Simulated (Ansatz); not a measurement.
# The graphene bilayer (AB) between two gates, part 2 of 4

How do the bands of the graphene bilayer (AB) follow a displacement field between two gates?

Ansatz 0.2.0; plane-wave DFT, PBE-D3(BJ), Ansatz PAW.

So far. Step 2 (Relaxation): The lattice constant a goes from 2.467 to 2.465 Å.

### 3. Gated layer, displacement field 0, start network

The slab is cut off from its images along the normal. Two sheets of opposite charge stand for the gates, so the stack stays neutral in a displacement field; barriers ahead of the sheets keep electrons from leaking to them. The uncharged case sets the zero.

The cell differs from the one that the last finished run ended in (c 37.750 → 36.803 Å).

The input, input.yaml:

```yaml
crystal:
  lattice:
    - [2.4653622442, 0.0, 0.0]
    - [-1.2326811221, 2.1350663331, 0.0]
    - [0.0, 0.0, 36.8027358321]
  atoms:
    - { symbol: C, position: [0.6666666667, 0.3333333333, 0.4537840178] }
    - { symbol: C, position: [0.3333333333, 0.6666666667, 0.453770613] }
    - { symbol: C, position: [0.0, 0.0, 0.546229387] }
    - { symbol: C, position: [0.6666666667, 0.3333333333, 0.5462159822] }
  periodic: [true, true, false]
  symmetry: { detect: true }
kpoints:
  mp_grid: { grid: [66, 66, 1] }
  band_path:
    path: [[0, 0, 0], [0.5, 0, 0], [0.33333333, 0.33333333, 0], [0, 0, 0]]
    npoints: 16
hamiltonian:
  xc: pbe
  dispersion: d3bj
scf:
  occupations: { method: fermi_dirac, width: 0.02585 }
  convergence: { dr2_threshold: 1.0e-10 }
output:
  forces: true
  eigenvalues: true
  dos: { projected: true, e_range: [-3, 3], de: 0.01 }
  write_potential: true
  write_density: true
  volumetric_format: npy
  elf: true
external_charges:
  - { charge: 0, barrier: 10, axis: 3, height: 23.603, sigma: 0.25 }
  - { charge: 0, barrier: 10, axis: 3, height: 13.2, sigma: 0.25 }
```

On the command line:

```
ansatz run input.yaml --threads 4 --pin off --max-ram 8192MiB --backend cpu --events-out ev --progress --plain --runs-dir out
```

Numbers of over 12 decimals in the logs are rounded to 6 here.

The log of the run:

```text
[...]
Crystal: 4 atoms, lattice volume = 193.719 Å³
Basis set: ecut = 420 eV, 3657 PW (Γ), exchange–correlation on 36×36×500 points (8 copies of the dense FFT grid, shifted against one another)
Bands: 12, of which v1, the nominal top of the filled ones, is band 8 counted from 1 (7 counted from 0)
Symmetry: 6 space group operations
k-points: 397 of 4356 (time reversal used)
[...]
SCF iter   1: F=—  HF=-1004.222177 eV  |F-HF|=—  |Δ(HF+E_count)|=         —  Δρ=1.51e-3  dr2=5.48e-3  ethr=1.77e-3  ⟨swp⟩=15.3  Hψ=57626  notcnv=0
[...]
SCF iter   9: F=-1004.221519 eV  HF=-1004.221519 eV  |F-HF|=5.91e-11  |Δ(HF+E_count)|=  9.98e-11  Δρ=1.23e-7  dr2=3.31e-11  ethr=1.00e-12  ⟨swp⟩=13.8  Hψ=40631  notcnv=0
SCF 1 converged in 9 iterations: F = -1004.221519 eV  dr2 = 3.31e-11
[...]
NSCF: frozen V_eff on 49 k-points
[...]
SCF converged after 9 iterations
Free energy (F): -1004.221519 eV
[...]
Internal energy: -1004.221476 eV  (E = F + TS)
E sigma→0 (E₀):  -1004.221497 eV
Entropy (-TS):   -0.000043 eV (-0.011 meV/atom)
Fermi energy:    -4.264630 eV
[...]
--- Forces (eV/Å), atoms and charges each counted from 1 ---
  atom   1  C      0.00000000    -0.00000000    -0.00272356
  atom   2  C      0.00000000     0.00000000     0.00187718
  atom   3  C      0.00000000    -0.00000000    -0.00187302
  atom   4  C      0.00000000     0.00000000     0.00272744
  external charge   1     0.00000000     0.00000000     0.00155187
  external charge   2     0.00000000     0.00000000    -0.00155332
  max |Σ_I F_I| component, the external charges' with the atoms': 6.60e-6 eV/Å
--- Band table (eV; the first three rows and the last of 397) ---
  k-point 0: bands = [... 4 lower, -7.2999, -7.2999, -7.2923, -7.2923, -0.3018, 0.5274, 3.0992, 4.0695]
  k-point 1: bands = [... 4 lower, -7.3226, -7.3147, -7.3120, -7.3042, -0.2947, 0.5346, 3.1054, 4.0726]
  k-point 2: bands = [... 4 lower, -7.3905, -7.3818, -7.3479, -7.3395, -0.2735, 0.5560, 3.1240, 4.0813]
  k-point 396: bands = [... 4 lower, -14.8241, -14.8241, -4.5685, -4.2661, -4.2661, -3.9476, 6.3285, 6.3285]
```

The job ended after 74 s (4 threads of Intel Xeon at 2.50GHz (Skylake/Cascade Lake), shared host; peak memory 1.2 GiB).

Numbers from this step:

* potential beyond the upper barrier and gate, less the barrier, from the Fermi level: 4.265 eV

Running mean over a fixed 2.5 Å (it still follows the layers) of the planar mean; beyond a gate it holds the 10 eV model barrier. Table of electron's electrostatic potential energy less the Fermi level by z:

z (Å), electron's electrostatic potential energy less the Fermi level (eV) and a bar from the least value:
```
        4       14.3 ##############################
        5       14.3 ##############################
        6       14.3 ##############################
        7       14.3 ##############################
        8       14.3 ##############################
        9       14.3 ##############################
       10       14.3 ##############################
       11       14.3 ##############################
       12       13.7 #############################
       13       10.1 #########################
       14        6.0 ###################
       15        2.4 ###############
       16       -7.7 #
       17       -8.6 
       18       -2.2 #########
       19       -4.5 ######
       20       -8.8 
       21       -6.4 ###
       22        3.4 ################
       23        6.8 ####################
       24       10.9 ##########################
       25       14.1 ##############################
       26       14.3 ##############################
       27       14.3 ##############################
       28       14.3 ##############################
       29       14.3 ##############################
       30       14.3 ##############################
       31       14.3 ##############################
       32       14.3 ##############################
       33       14.3 ##############################
```

The density of states has structure finer than the step of the table below, so its rows give means over 0.1 eV, whole bins alone (the curve runs from -3 to 1.99 eV). Peaks (eV: height): -2.55: 1.16, -2.20: 1.17, 1.56: 1.53, 1.89: 1.33.

Table of density of states by energy, zero at the Fermi level; means over each step:

```csv
energy (eV),density of states (states/eV a cell)
-2.9,0.736
-2.8,0.770
-2.7,0.821
-2.6,0.941
-2.5,0.963
-2.4,0.881
-2.3,0.907
-2.2,1.04
-2.1,0.802
-2.0,0.679
-1.9,0.600
-1.8,0.536
-1.7,0.485
-1.6,0.440
-1.5,0.401
-1.4,0.363
-1.3,0.330
-1.2,0.300
-1.1,0.268
-1.0,0.242
-0.9,0.215
-0.8,0.188
-0.7,0.166
-0.6,0.139
-0.5,0.119
-0.4,0.0935
-0.3,0.0600
-0.2,0.0449
-0.1,0.0331
0.0,0.00815
0.1,0.0260
0.2,0.0377
0.3,0.0491
0.4,0.0908
0.5,0.115
0.6,0.145
0.7,0.170
0.8,0.203
0.9,0.238
1.0,0.277
1.1,0.323
1.2,0.380
1.3,0.456
1.4,0.568
1.5,0.891
1.6,1.11
1.7,0.888
1.8,0.926
1.9,1.11
```

Projected DOS per atom over height of the atomic layer and energy from the Fermi level. Layers: C2 C2 from below.

Ten even steps from '_' (0.005 states/eV) to '@' (0.244 states/eV), each cell a mean:
```
@@@@
@@@@
****
----
::::
....
....
____
____
____
____
....
....
::::
----
====
++++
****
@@@@
@@@@
%%%%
####
```
Columns: height of the atomic layer (Å) from 16.7 to 20.1; rows upwards: energy from the Fermi level (eV) from -2.98 to 1.97.

Electronic bands along the path, in eV, zero at the Fermi level:

```csv
point,band 5,band 6,band 7,band 8,band 9,band 10,band 11,band 12
Γ,-3.04,-3.04,-3.03,-3.03,3.96,4.79,7.36,8.33
halfway,-6.30,-5.46,-5.06,-5.04,5.89,6.66,7.16,7.37
M,-6.43,-6.41,-2.54,-2.21,1.55,1.88,7.30,7.48
halfway,-8.26,-8.21,-1.94,-1.62,1.40,1.56,9.80,10.05
K,-10.56,-10.56,-0.30,0.00,0.00,0.32,10.59,10.59
halfway,-6.42,-6.40,-5.73,-4.91,6.26,6.48,6.53,7.36
Γ,-3.04,-3.04,-3.03,-3.03,3.96,4.79,7.36,8.33
```

The electronic bands as a text plot (rows in eV, shown from -8.0 to 7.3 only):

```
    7.0 |          ***                             *  *
    6.3 |        ** *                               ** **
    5.7 |      ***** *                             *  ******
    5.0 |****** *    ***                           *     *  *****
    4.4 |   ****      **                         **       *****
    3.8 |***            *                       *              **
    3.1 |                *                     *
    2.5 |                ***                   *
    1.9 |                 **********         **
    1.2 |                    **********     *
    0.6 |                              *****
    0.0 |                               **
   -0.7 |                             *** **
   -1.3 |                          ****     *
   -2.0 |                    ********        **
   -2.6 |                 ********           ***
   -3.2 |****           ****                   **            ****
   -3.9 |   ****      ** *                      ***       ***
   -4.5 |    ** ***  *  *                        ***     ***
   -5.1 |      *   *****                           *******
   -5.8 |       *********                           ******
   -6.4 |    *******     *******                    ********
   -7.0 |****   *              ***                 *  ****  *****
   -7.7 |  *****   *              *              ** **    *****
         Γ                   M           K                      Γ
```

Valence density in the ca plane at fractional y = 0.333, with atoms of C within 0.2 Å of it. It is the smooth field of the valence electrons, not physical close to the nuclei.

Values in e/Å³, 5 rows by 16 columns, each cell a mean:
```
0.0 0.0 0.0 0.0 0.0 0.0 0.1 1.2 0.6 0.1 0.7 1.2 0.1 0.0 0.0 0.0
0.0 0.0 0.0 0.0 0.0 0.0 0.1 1.4 0.8 0.1 0.8 1.4 0.1 0.0 0.0 0.0
0.0 0.0 0.0 0.0 0.0 0.0 0.1 1.2 0.6 0.1 0.7 1.1 0.1 0.0 0.0 0.0
0.0 0.0 0.0 0.0 0.0 0.0 0.1 0.7 0.4 0.0 0.4 0.7 0.1 0.0 0.0 0.0
0.0 0.0 0.0 0.0 0.0 0.0 0.1 0.7 0.4 0.0 0.4 0.7 0.1 0.0 0.0 0.0
```
Columns run along c (16.0 Å, from fractional 0.25 to 0.68 of the cell), rows up along a (2.5 Å). Atoms in or near the plane, at fractional coordinates: C at (0.45, 0.67), C at (0.55, 0.67).

ELF in the ca plane at fractional y = 0.333, with atoms of C within 0.2 Å of it. It is the smooth field of the valence electrons, not physical close to the nuclei.

Ten even steps from '0' (0.00) to '9' (0.78), each cell a mean:
```
00000000000000000258999740037999862000000000
00000000000000001368646850047745863100000000
00000000000000001368314750047513774100000000
00000000000000001368767850047867863100000000
00000000000000000258999740037999852000000000
00000000000000000136887620025788641000000000
00000000000000000135676520024676531000000000
00000000000000000136898630026898741000000000
```
Columns run along c (16.0 Å, from fractional 0.25 to 0.68 of the cell), rows up along a (2.5 Å). Atoms in or near the plane, at fractional coordinates: C at (0.45, 0.67), C at (0.55, 0.67).

Electrostatic potential energy in the ca plane at fractional y = 0.333, with atoms of C within 0.2 Å of it. With pseudopotentials it is smooth inside the atoms' cores, unlike the true potential.

Values in eV, 5 rows by 16 columns, each cell a mean:
```
 10  10  10  10   3   0  -2 -28 -13  -1 -14 -27  -1   0   4  10
 10  10  10  10   3   0  -2 -42 -22  -1 -24 -40  -2   0   4  10
 10  10  10  10   3   0  -2 -26 -12  -1 -14 -25  -1   0   4  10
 10  10  10  10   3   0  -1 -11  -6  -1  -6 -11  -1   0   4  10
 10  10  10  10   3   0  -1 -11  -6  -1  -6 -11  -1   0   4  10
```
Columns run along c (16.0 Å, from fractional 0.25 to 0.68 of the cell; values clipped at the 3rd and 97th percentile), rows up along a (2.5 Å). Atoms in or near the plane, at fractional coordinates: C at (0.45, 0.67), C at (0.55, 0.67).

There is no gap.

### 4. Gated layer, displacement field 0.905 V/nm

input.yaml: that of step 3 with these lines changed.

```diff
@@ -26,3 +26,2 @@
   eigenvalues: true
-  dos: { projected: true, e_range: [-3, 3], de: 0.01 }
   write_potential: true
@@ -30,5 +29,6 @@
   volumetric_format: npy
-  elf: true
 external_charges:
   - { charge: 0, barrier: 10, axis: 3, height: 23.603, sigma: 0.25 }
+  - { charge: -0.002632, axis: 3, height: 25.103, sigma: 0.5 }
   - { charge: 0, barrier: 10, axis: 3, height: 13.2, sigma: 0.25 }
+  - { charge: 0.002632, axis: 3, height: 11.7, sigma: 0.5 }
```

The log of the run:

```text
[...]
Crystal: 4 atoms, lattice volume = 193.719 Å³
Basis set: ecut = 420 eV, 3657 PW (Γ), exchange–correlation on 36×36×500 points (8 copies of the dense FFT grid, shifted against one another)
Bands: 12, of which v1, the nominal top of the filled ones, is band 8 counted from 1 (7 counted from 0)
Symmetry: 6 space group operations
k-points: 397 of 4356 (time reversal used)
[...]
SCF iter   1: F=—  HF=-1006.361850 eV  |F-HF|=—  |Δ(HF+E_count)|=         —  Δρ=5.54e-2  dr2=5.32e0  ethr=3.10e-3  ⟨swp⟩=14.3  Hψ=60734  notcnv=0
[...]
SCF iter  13: F=-1004.220543 eV  HF=-1004.220543 eV  |F-HF|=4.64e-11  |Δ(HF+E_count)|=  2.37e-10  Δρ=1.58e-7  dr2=4.62e-11  ethr=1.00e-12  ⟨swp⟩=15.1  Hψ=49006  notcnv=0
SCF 1 converged in 13 iterations: F = -1004.220543 eV  dr2 = 4.62e-11
[...]
SCF converged after 13 iterations
Free energy (F): -1004.220543 eV
[...]
Internal energy: -1004.220510 eV  (E = F + TS)
E sigma→0 (E₀):  -1004.220527 eV
Entropy (-TS):   -0.000033 eV (-0.008 meV/atom)
Fermi energy:    -4.263932 eV
[...]
--- Forces (eV/Å), atoms and charges each counted from 1 ---
  atom   1  C      0.00000000    -0.00000000    -0.00201421
  atom   2  C      0.00000000     0.00000000     0.00122951
  atom   3  C      0.00000000    -0.00000000    -0.00240195
  atom   4  C      0.00000000     0.00000000     0.00331643
  external charge   1     0.00000000     0.00000000     0.00148287
  external charge   2     0.00000000     0.00000000    -0.00011921
  external charge   3     0.00000000     0.00000000    -0.00162595
  external charge   4     0.00000000     0.00000000     0.00011893
  max |Σ_I F_I| component, the external charges' with the atoms': 1.36e-5 eV/Å
--- Band table (eV; the first three rows and the last of 397) ---
  k-point 0: bands = [... 4 lower, -7.3347, -7.3347, -7.2579, -7.2579, -0.3193, 0.5412, 3.1007, 4.0402]
  k-point 1: bands = [... 4 lower, -7.3573, -7.3467, -7.2805, -7.2699, -0.3123, 0.5484, 3.1069, 4.0437]
  k-point 2: bands = [... 4 lower, -7.4248, -7.3824, -7.3479, -7.3055, -0.2910, 0.5698, 3.1256, 4.0535]
  k-point 396: bands = [... 4 lower, -14.8629, -14.7858, -4.5713, -4.3059, -4.2268, -3.9452, 6.2866, 6.3684]
```

Run time: 82 s. Hardware: 4 threads; peak memory 1.2 GiB; 5.3 min of CPU time.

Numbers from this step:

| Quantity | Value |
| --- | --- |
| gap along the path | 0.07902 eV |
| smallest direct gap along the path | 0.07902 eV |
| gap, the smaller of path and mesh | 0.07902 eV |
| potential beyond the upper barrier and gate, less the barrier, from the Fermi level | 4.660 eV |

Electronic bands along the path, in eV, zero at the Fermi level of the run, which the smearing sets inside the gap:

```csv
point,band 5,band 6,band 7,band 8,band 9,band 10,band 11,band 12
Γ,-3.07,-3.07,-2.99,-2.99,3.94,4.81,7.36,8.30
halfway,-6.31,-5.45,-5.09,-5.01,5.87,6.67,7.16,7.38
M,-6.46,-6.38,-2.54,-2.21,1.54,1.88,7.29,7.49
halfway,-8.28,-8.19,-1.95,-1.61,1.39,1.57,9.79,10.05
K,-10.60,-10.52,-0.31,-0.04,0.04,0.32,10.55,10.63
halfway,-6.45,-6.37,-5.73,-4.91,6.26,6.49,6.52,7.37
Γ,-3.07,-3.07,-2.99,-2.99,3.94,4.81,7.36,8.30
```

The electronic bands as a text plot (rows in eV, shown from -8.0 to 6.0 only):

```
    5.7 |      ++  + +                             +  +  +++
    5.2 |  ++++ +++  +                             +   +++  +++
    4.6 |++  +++      ++                         ++       +++  ++
    4.0 |++++           +                       +            ++++
    3.4 |               ++                      +
    2.8 |                +++                   +
    2.2 |                 +++                ++
    1.6 |                   +++++++++       +++
    1.1 |                           +++   +++
    0.5 |                              +++++
   -0.1 |                               *+
   -0.7 |                             *** **
   -1.3 |                           ***     *
   -1.9 |                      ******        **
   -2.5 |                 ********           ***
   -3.1 |***             ***                   **            ****
   -3.6 |  ****         **                      ***         ***
   -4.2 |    ****     ***                        ***      ***
   -4.8 |      * *******                            ** *****
   -5.4 |      *   ***                             *  ****
   -6.0 |       *** * ****                          ******
   -6.6 |    *** ***      ******                    ** ** ***
   -7.2 |****  **  *            **                 *  *  *   ****
   -7.7 | *****    *              *              ** **    ******
         Γ                   M           K                      Γ
```

The gap, the smaller of path and mesh, is 0.079 eV.

### 5. Gated layer, displacement field 1.81 V/nm

input.yaml: that of step 4 with these lines changed.

```diff
@@ -31,4 +31,4 @@
   - { charge: 0, barrier: 10, axis: 3, height: 23.603, sigma: 0.25 }
-  - { charge: -0.002632, axis: 3, height: 25.103, sigma: 0.5 }
+  - { charge: -0.005264, axis: 3, height: 25.103, sigma: 0.5 }
   - { charge: 0, barrier: 10, axis: 3, height: 13.2, sigma: 0.25 }
-  - { charge: 0.002632, axis: 3, height: 11.7, sigma: 0.5 }
+  - { charge: 0.005264, axis: 3, height: 11.7, sigma: 0.5 }
```

The log of the run:

```text
[...]
Crystal: 4 atoms, lattice volume = 193.719 Å³
Basis set: ecut = 420 eV, 3657 PW (Γ), exchange–correlation on 36×36×500 points (8 copies of the dense FFT grid, shifted against one another)
Bands: 12, of which v1, the nominal top of the filled ones, is band 8 counted from 1 (7 counted from 0)
Symmetry: 6 space group operations
k-points: 397 of 4356 (time reversal used)
[...]
max |Σ_I F_I| component, the external charges' with the atoms': 4.99e-6 eV/Å
--- Band table (eV; the first three rows and the last of 397) ---
  k-point 0: bands = [... 4 lower, -7.3752, -7.3752, -7.2189, -7.2189, -0.3696, 0.5801, 3.1054, 4.0001]
  k-point 1: bands = [... 4 lower, -7.3978, -7.3872, -7.2415, -7.2309, -0.3625, 0.5872, 3.1116, 4.0038]
  k-point 2: bands = [... 4 lower, -7.4653, -7.4229, -7.3089, -7.2665, -0.3412, 0.6086, 3.1302, 4.0138]
  k-point 396: bands = [... 4 lower, -14.9038, -14.7464, -4.5801, -4.3477, -4.1864, -3.9379, 6.2418, 6.4075]
[key lines of the parts left out:]
SCF converged after 12 iterations
Free energy (F): -1004.217609 eV
Fermi energy:    -4.261141 eV
```

Wall time 85 s (4 threads); peak memory 1.2 GiB.

The gap, the smaller of path and mesh, is 0.161 eV.

(Part 2 of 4 ends here.)

[Logs are printed without paths, hosts, clocks, repeated set-up lines and the standing remarks that a program may print on its own settings, such as how far it seeks lower states.]

[Hosts, paths, dates, database ids (printed as entryN), source tags and the programs' standing remarks are cut or masked in the printed files.]

[Maps of the electrostatic potential energy from Ansatz leave out the sawtooth potential of an applied field or a dipole correction, so their vacuum need not be flat; planar profiles and work functions include it.]

[The density of states shown here was stored with 400 of the rows of the run's finer table, so its peaks can read low, often by over a quarter, or be missed, and its means over a window can be off by a tenth or more.]
